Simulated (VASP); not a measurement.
# Si3Ge: density of states with PBE

Si3Ge:

```xyz
4
Lattice="3.9116 0.0000 0.0000 0.0000 3.9116 0.0000 0.0000 0.0000 5.5284" Properties=species:S:1:pos:R:3 pbc="T T T"
Si    1.9558    1.9558    2.7642
Si    1.9558    0.0000    4.1139
Si    3.9116    1.9558    1.4146
Ge    0.0000    0.0000    0.0000
```

The cell was built by a generator and needn't be a form met in nature.

```
Program                 : VASP 6.6.1
Task                    : density of states
Functional              : PBE
Potentials or basis     : VASP PAW PBE potentials, release 64 (Si, Ge_d)
Cutoff                  : 520 eV
k mesh                  : 10 × 10 × 6
Occupations             : gaussian, width 0.1 eV
Spin                    : no spin polarisation
k mesh for the DOS      : 15 × 15 × 9
Occupations for the DOS : tetrahedron
Further INCAR settings  : ALGO = Normal; EDIFF = 1e-06
```

| Property | Result |
| --- | --- |
| Valence electrons inside the program's atomic spheres | Si 1.67, 1.66; Ge 12.46 |

Levels at points of the mesh, in eV from the valence-band top:
| k point | band 9 | band 10 | band 11 | band 12 | band 13 | band 14 | band 15 | band 16 | band 17 |
| --- | --- | --- | --- | --- | --- | --- | --- | --- | --- |
| (0.00, 0.00, 0.00) | -2.87 | -2.87 | -0.05 | 0.00 | 0.00 | 0.68 | 0.84 | 2.25 | 2.54 |

States per cell in windows of 0.5 eV (zero at the valence-band top; states under -8 eV left out):
```tsv
from (eV)	total	Ge4_p	Si1_p	Si2_p	Si3_p	Si2_s	Si3_s
-8.0	0.10	0.01	0.00	0.00	0.00	0.02	0.02
-7.5	0.57	0.03	0.02	0.01	0.01	0.07	0.07
-7.0	1.13	0.06	0.05	0.03	0.03	0.11	0.11
-6.5	0.57	0.03	0.02	0.02	0.02	0.05	0.05
-6.0	0.41	0.02	0.02	0.02	0.02	0.03	0.03
-5.5	0.35	0.02	0.02	0.01	0.01	0.03	0.03
-5.0	0.24	0.01	0.01	0.01	0.01	0.02	0.02
-4.5	0.60	0.05	0.05	0.04	0.04	0.01	0.01
-4.0	1.11	0.12	0.08	0.08	0.08	0.02	0.02
-3.5	1.13	0.12	0.09	0.09	0.09	0.01	0.01
-3.0	1.53	0.18	0.14	0.13	0.13	0.01	0.01
-2.5	1.38	0.17	0.13	0.12	0.12	0.01	0.01
-2.0	1.22	0.17	0.11	0.12	0.12	0.01	0.01
-1.5	1.04	0.18	0.08	0.10	0.10	0.00	0.00
-1.0	0.44	0.07	0.04	0.04	0.04	0.00	0.00
-0.5	0.15	0.02	0.01	0.02	0.02	0.00	0.00
0.0	0.00	0.00	0.00	0.00	0.00	0.00	0.00
0.5	0.14	0.00	0.00	0.01	0.01	0.00	0.00
1.0	0.59	0.02	0.02	0.02	0.02	0.02	0.02
1.5	1.16	0.05	0.04	0.05	0.05	0.04	0.04
2.0	1.47	0.06	0.06	0.06	0.06	0.05	0.05
2.5	1.15	0.06	0.05	0.05	0.05	0.03	0.03
3.0	1.46	0.10	0.08	0.07	0.07	0.03	0.03
3.5	1.23	0.09	0.06	0.07	0.07	0.02	0.02
4.0	0.64	0.04	0.03	0.03	0.03	0.01	0.01
4.5	0.15	0.01	0.01	0.01	0.01	0.00	0.00
5.0	0.00	0.00	0.00	0.00	0.00	0.00	0.00
5.5	0.00	0.00	0.00	0.00	0.00	0.00	0.00
```

Wall time 26 s on 4 MPI ranks on Intel(R) Xeon(R) 6975P-C (Granite Rapids), on a shared host, peak memory 0.36 GiB a rank.
